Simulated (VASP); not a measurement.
SiC, 4 atoms in the cell. It takes space group Cmmm (No. 65, orthorhombic). Conventional cell: a = 3.869 Å, b = 9.678 Å, c = 3.161 Å, α = 90.00°, β = 90.00°, γ = 90.00°. Si (site symmetry m2m) has 2 C at 1.89 Å as nearest neighbours. Around C (site symmetry m2m) lie 1 C at 1.37 Å. The cell was built by a generator and needn't be a form met in nature.

| Item | Value |
| --- | --- |
| Program | VASP 6.6.1 |
| Task | single point |
| Functional | PBE |
| Potentials or basis | VASP PAW PBE potentials, release 64 (Si, C) |
| Cutoff | 520 eV |
| k mesh | 14 × 14 × 14 |
| Occupations | gaussian, width 0.1 eV |
| Spin | no spin polarisation |
| Dipole correction | no |
| Further INCAR settings | ALGO = Fast; EDIFF = 1e-06; NBANDS = 16 |

Potentials or basis: VASP PAW PBE potentials, release 64 (Si, C).

Run with:

```console
$ cat potpaw_PBE.64/Si/POTCAR potpaw_PBE.64/C/POTCAR > POTCAR
$ mpirun -np 1 vasp_std > vasp.out
```

Hardware: 1 thread of Intel(R) Xeon(R) 6975P-C (Granite Rapids), with other jobs on the host.

**Question.** How long does it take, and how much memory?

**Answer.** It took 2.5 min on 1 thread of Intel(R) Xeon(R) 6975P-C (Granite Rapids), on a shared host, peak memory 0.46 GiB. Counts: scf iterations 14, k points 456.
